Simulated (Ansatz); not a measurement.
**Calculation log, Be₂C (Fm-3m) (phonons)**

Method: LDA, all-electron LAPW in Ansatz 0.2.0, scalar-relativistic.

Cell and atoms were relaxed beforehand by PAW with this functional.

Command:

```sh
ansatz run input.yaml --threads 2 --pin off --max-ram 6144MiB --backend cpu --events-out ev --progress --plain --runs-dir out
```

Input file:

```yaml
crystal:
  lattice:
    - [0.0, 2.13415361184, 2.13415361184]
    - [2.13415361184, 0.0, 2.13415361184]
    - [2.13415361184, 2.13415361184, 0.0]
  atoms:
    - { symbol: Be, position: [0.25, 0.25, 0.25] }
    - { symbol: Be, position: [0.75, 0.75, 0.75] }
    - { symbol: C, position: [0.0, 0.0, 0.0] }
kpoints:
  mp_grid: { grid: [8, 8, 8] }
scf:
  occupations: { method: fixed }
hamiltonian:
  xc: lda
  pseudopotentials: { kind: all_electron, lapw: { basis_error: 0.0005 } }
phonons:
  qmesh: [2, 2, 2]
  qpath:
    path:
      - [0.0, 0.0, 0.0]
      - [0.5, 0.0, 0.5]
      - [0.625, 0.25, 0.625]
      - [0.375, 0.375, 0.75]
      - [0.0, 0.0, 0.0]
      - [0.5, 0.5, 0.5]
      - [0.5, 0.25, 0.75]
      - [0.5, 0.0, 0.5]
    npoints: 6
  temperatures: { t_min: 0, t_max: 1000, t_step: 100 }
```

Output (shortened where marked):

```
Warning: RAYON_NUM_THREADS=2 ignored (pool sized by the plan → 2); use --threads N
LAPW: plane waves up to 9.492 Å⁻¹, error target 5.0e-4 eV per atom; small_component_spin mean_spin; Be in spheres of 0.847 Å, 4 of its electrons in bands, Dirac shells []; C in spheres of 0.946 Å, 6 of its electrons in bands, ...
Engine: ansatz 0.2.0, aarch64-unknown-linux-gnu
Pseudopotentials: kind: all_electron
Pseudopotential: Be, LAPW, valence charge 4, lapw/all_electron/scalar/gaussian/Be, Koelling and Harmon's equation, gaussian nucleus
Pseudopotential: C, LAPW, valence charge 6, lapw/all_electron/scalar/gaussian/C, Koelling and Harmon's equation, gaussian nucleus
Functional definition: SPW92
  exchange = slater_x
  correlation = pw_c
davidson cushion auto → on  (no smearing: the cushion is to keep the highest requested band from converging to the state above it; pin scf.eigensolver.cushion to override)
Crystal: 6 atoms, lattice volume = 38.881 Å³
Basis set: ecut = 343.3027916813747 eV, 569 PW (Γ), FFT grids on a1, a2, −a1+a2+a3, exchange–correlation at level 2
Bands: 20, of which v1, the nominal top of the filled ones, is band 14 counted from 1 (13 counted from 0)
Symmetry: 32 space group operations
k-points: 39 of 256
Non-local potential: Be, projectors of the file, none
Non-local potential: C, projectors of the file, none
Initial density: superposition of atomic densities (chi_scale 0.1, normalization cell, long waves kept (reshape's long-wave potential 0.00 eV rms))
Initial wavefunctions: plane waves of lowest kinetic energy (no species holds an atomic orbital)
Functional: x = slater, c = lda
iter 1 solved again at ethr=2.03e-2 eV; its pass at ethr=1.00e-1 eV (dr2=5.70e0 eV) is discarded
SCF iter   1: F=—  HF=-3651.759422 eV  |F-HF|=—  |Δ(HF+E_count)|=         —  Δρ=1.09e-1  dr2=5.69e0  ethr=2.03e-2  ⟨swp⟩=2.1  Hψ=5871  notcnv=0
preconditioner: auto → none  [insulator: Δε(μ)=2.874 eV  Ē_g=13.914 eV  n_scr=14 (ndim 8)  ℏωp=23.8 eV  f_vac=0.000  ε∞_Penn≈3.9]
iter 2 solved again at ethr=7.25e-4 eV; its pass at ethr=2.03e-2 eV (dr2=2.03e-1 eV) is discarded
SCF iter   2: F=—  HF=-3649.535331 eV  |F-HF|=—  |Δ(HF+E_count)|=    2.22e0  Δρ=2.70e-2  dr2=2.05e-1  ethr=7.25e-4  ⟨swp⟩=2.3  Hψ=4076  notcnv=0
SCF iter   3: F=—  HF=-3649.381753 eV  |F-HF|=—  |Δ(HF+E_count)|=   1.54e-1  Δρ=1.20e-2  dr2=5.53e-2  ethr=7.25e-4  ⟨swp⟩=3.0  Hψ=2398  notcnv=0  defer=2
SCF iter   4: F=—  HF=-3649.363450 eV  |F-HF|=—  |Δ(HF+E_count)|=   1.83e-2  Δρ=7.77e-4  dr2=2.61e-4  ethr=1.97e-4  ⟨swp⟩=2.1  Hψ=2145  notcnv=0
SCF iter   5: F=—  HF=-3649.363408 eV  |F-HF|=—  |Δ(HF+E_count)|=   4.27e-5  Δρ=8.01e-5  dr2=9.20e-7  ethr=9.31e-7  ⟨swp⟩=3.3  Hψ=2520  notcnv=0  defer=3
SCF iter   6: F=—  HF=-3649.363408 eV  |F-HF|=—  |Δ(HF+E_count)|=   7.34e-7  Δρ=1.15e-5  dr2=3.33e-8  ethr=3.29e-9  ⟨swp⟩=3.4  Hψ=2477  notcnv=0
SCF iter   7: F=-3649.363408 eV  HF=-3649.363408 eV  |F-HF|=6.37e-12  |Δ(HF+E_count)|=   2.02e-8  Δρ=5.06e-7  dr2=6.42e-11  ethr=1.19e-10  ⟨swp⟩=3.2  Hψ=2522  notcnv=0
SCF 1 converged in 7 iterations: F = -3649.363408 eV  dr2 = 6.42e-11
Symmetry: 2 space group operations
k-points: 78 of 256 (time reversal used)
Initial density: handed on by an earlier stage of this run
[... 58 lines left out ...]
SCF 6 converged in 7 iterations: F = -3649.362762 eV  dr2 = 8.71e-11
iter 1 solved again at ethr=9.06e-7 eV; its pass at ethr=1.00e-1 eV (dr2=2.54e-4 eV) is discarded
SCF iter   1: F=—  HF=-3649.362868 eV  |F-HF|=—  |Δ(HF+E_count)|=         —  Δρ=7.56e-4  dr2=2.55e-4  ethr=9.06e-7  ⟨swp⟩=5.1  Hψ=14267  notcnv=0
preconditioner: auto → none  [insulator: Δε(μ)=1.185 eV  Ē_g=13.221 eV  n_scr=16 (ndim 8)  ℏωp=23.8 eV  f_vac=0.000  ε∞_Penn≈4.2]
SCF iter   2: F=—  HF=-3649.362772 eV  |F-HF|=—  |Δ(HF+E_count)|=   9.60e-5  Δρ=2.65e-4  dr2=3.41e-5  ethr=9.06e-7  ⟨swp⟩=3.0  Hψ=5026  notcnv=0
SCF iter   3: F=—  HF=-3649.362765 eV  |F-HF|=—  |Δ(HF+E_count)|=   7.69e-6  Δρ=1.14e-4  dr2=1.11e-5  ethr=1.22e-7  ⟨swp⟩=3.3  Hψ=5311  notcnv=0
iter 4 solved again at ethr=6.62e-10 eV; its pass at ethr=3.98e-8 eV (dr2=1.85e-7 eV) is discarded
SCF iter   4: F=—  HF=-3649.362762 eV  |F-HF|=—  |Δ(HF+E_count)|=   2.97e-6  Δρ=3.19e-5  dr2=1.85e-7  ethr=6.62e-10  ⟨swp⟩=2.4  Hψ=8540  notcnv=0
SCF iter   5: F=—  HF=-3649.362762 eV  |F-HF|=—  |Δ(HF+E_count)|=   3.77e-8  Δρ=6.76e-6  dr2=2.09e-8  ethr=6.62e-10  ⟨swp⟩=3.0  Hψ=4963  notcnv=0
SCF iter   6: F=—  HF=-3649.362762 eV  |F-HF|=—  |Δ(HF+E_count)|=   4.17e-9  Δρ=2.59e-6  dr2=2.12e-9  ethr=7.45e-11  ⟨swp⟩=3.2  Hψ=5142  notcnv=0
SCF iter   7: F=-3649.362762 eV  HF=-3649.362762 eV  |F-HF|=1.59e-11  |Δ(HF+E_count)|=  1.69e-10  Δρ=5.96e-7  dr2=7.35e-11  ethr=7.58e-12  ⟨swp⟩=3.1  Hψ=4963  notcnv=0
SCF 7 converged in 7 iterations: F = -3649.362762 eV  dr2 = 7.35e-11
SCF converged after 7 iterations
Free energy (F): -3649.363408 eV
Harris-Foulkes:  -3649.363408 eV  (|F-HF|=6.37e-12)
Internal energy: -3649.363408 eV  (E = F + TS)
E sigma→0 (E₀):  -3649.363408 eV
Fermi energy:    10.357106 eV
--- Per-component energies (eV) ---
  E_band       = -1644.922384
  E_kinetic    = 3620.539648
  E_xc         = -580.188864
  E_electrostatic = -6689.714192  (all electrons and nuclei)
  E_smearing   = -0.000000  (= −TS)
  E_closure    = 0.000000  (closes the sum)
  Σ components = -3649.363408   (vs F -3649.363408, Δ=0.00e0)
  Basis errors (estimates in eV, not in F): energy 2.5e-4 per atom: plane waves 2.3e-4 (1.4e-4 summed), levels above the bands 0.0e0, relativity 3.4e-9, radial functions 1.6e-5, core shells 0.0e0; eigenvalues (radial functions ...
--- Forces (eV/Å), atoms counted from 1 ---
  atom   1  Be    -0.00000000     0.00000000     0.00000000
  atom   2  Be     0.00000000    -0.00000000    -0.00000000
  atom   3  C      0.00000000    -0.00000000     0.00000000
  atom   4  Be    -0.00000000     0.00000000     0.00000000
  atom   5  Be     0.00000000    -0.00000000    -0.00000000
  atom   6  C      0.00000000    -0.00000000    -0.00000000
  max |Σ_I F_I| component: 5.42e-19 eV/Å
--- Phonons: 5 displaced members + 2 references (amplitude of the first 0.01 Å, Σ member SCF iterations 33) ---
  ASR residual: 8.883e-4 → 0.000e0 eV/Å²; symmetrization residual: 3.112e-4 eV/Å²
  largest component of a force at the reference: 1.6e-17 eV/Å
  ASR residual per site (eV/Å²): 1.23e-4 1.23e-4 8.88e-4
  Γ frequencies (cm⁻¹): 0.00 0.00 0.00 674.18 674.18 674.18 722.39 722.39 722.39
--- Phonons (by wavevector): 3 wavevectors in 2 supercells ---
  supercell 1 (2 cells, vectors [1, 0, 0], [0, 1, -1], [0, 0, 2] in multiples of the cell's): 2 displaced members by 0.01 Å; free energy -3649.363408 eV; taken off its force constants: by the sum rule 7.7e-4, by the ...
  symmetry images taken by strict's conditions (phonons.symmetry_images: auto; settled by no image being taken that strict refuses)
  supercell 2 (2 cells, vectors [1, 0, 0], [0, 1, 0], [0, 0, 2] in multiples of the cell's): 3 displaced members by 0.01 Å; free energy -3649.363408 eV; taken off its force constants: by the sum rule 8.9e-4, by the symmetrisation ...
  symmetry images taken by strict's conditions (phonons.symmetry_images: auto; settled by no image being taken that strict refuses)
  q = [0.0000, 0.0000, 0.0000] (star 1, supercell 1; hermiticity 5.48e-18, symmetrization 6.57e-5): -0.00 0.00 0.00 674.18 674.18 674.18 722.39 722.39 722.39
  q = [0.0000, 0.0000, -0.5000] (star 4, supercell 2; hermiticity 7.19e-17, symmetrization 4.47e-16): 431.50 431.50 627.46 627.46 652.68 701.28 701.28 816.76 821.06
  q = [0.0000, -0.5000, -0.5000] (star 3, supercell 1; hermiticity 9.92e-17, symmetrization 3.51e-16): 427.42 427.42 446.78 626.75 626.75 756.61 756.61 802.43 977.10
  joined force constants: q→R imaginary residual 3.18e-17
  density of states and harmonic sums: on the 26×26×26 q-mesh, interpolated from the force constants of a 2×2×2 supercell (no non-analytic term)
  largest difference from the sums on the solved wave vectors: F 3.19e-2 eV, S 6.42e-5 and C_V 3.22e-5 eV/K
```

The run converged.

### Harmonic thermodynamics

Harmonic phonons of a crystal by Kohn-Sham DFT at the given cell, standard atomic masses, acoustic sum rule imposed; negative wavenumbers are unstable modes; sums over wave vectors interpolated from the q mesh.

- Zero point energy: 118.1 meV/atom

```tsv
temperature (K)	phonon heat capacity (k_B/atom)	phonon entropy (k_B/atom)	phonon free energy (meV/atom)
100	0.108	0.02968	118
200	0.7701	0.2833	116.9
300	1.486	0.7376	112.5
400	1.969	1.237	104
500	2.272	1.711	91.31
600	2.464	2.144	74.67
700	2.592	2.534	54.49
800	2.68	2.886	31.12
900	2.743	3.205	4.85
1000	2.789	3.497	-24.05
```

Zone-centre phonons:

Optical zone-centre levels upwards with Mulliken labels, activity, and the element with most of the kinetic energy.

```json
{"Point group": "m-3m"}
```

| number | phonon wavenumber (cm⁻¹) | label | infrared | raman | lead element |
| --- | --- | --- | --- | --- | --- |
| 1 | 674.2 | T1u | yes | no | C |
| 2 | 722.4 | T2g | no | yes | Be |

**Phonons on the q mesh**

One row a degenerate set, branches counted upwards.

- Unstable phonons: no

```csv
point,q a (r.l.u.),q b (r.l.u.),q c (r.l.u.),branch,phonon wavenumber (cm⁻¹),degeneracy
Gamma,0,0,0,4,674.2,3
Gamma,0,0,0,7,722.4,3
L,0.5,0,0,1,431.5,2
L,0.5,0,0,3,627.5,2
L,0.5,0,0,5,652.7,1
L,0.5,0,0,6,701.3,2
L,0.5,0,0,8,816.8,1
L,0.5,0,0,9,821.1,1
X,0.5,0.5,0,1,427.4,2
X,0.5,0.5,0,3,446.8,1
X,0.5,0.5,0,4,626.8,2
X,0.5,0.5,0,6,756.6,2
X,0.5,0.5,0,8,802.4,1
X,0.5,0.5,0,9,977.1,1
```

Caveats: no LO-TO term in the interpolation; coarse q mesh; no LO-TO term at the zone centre.

Time and hardware: 93 s on 2 threads of Arm Neoverse V2, with other jobs on the host, peak memory 0.53 GiB.
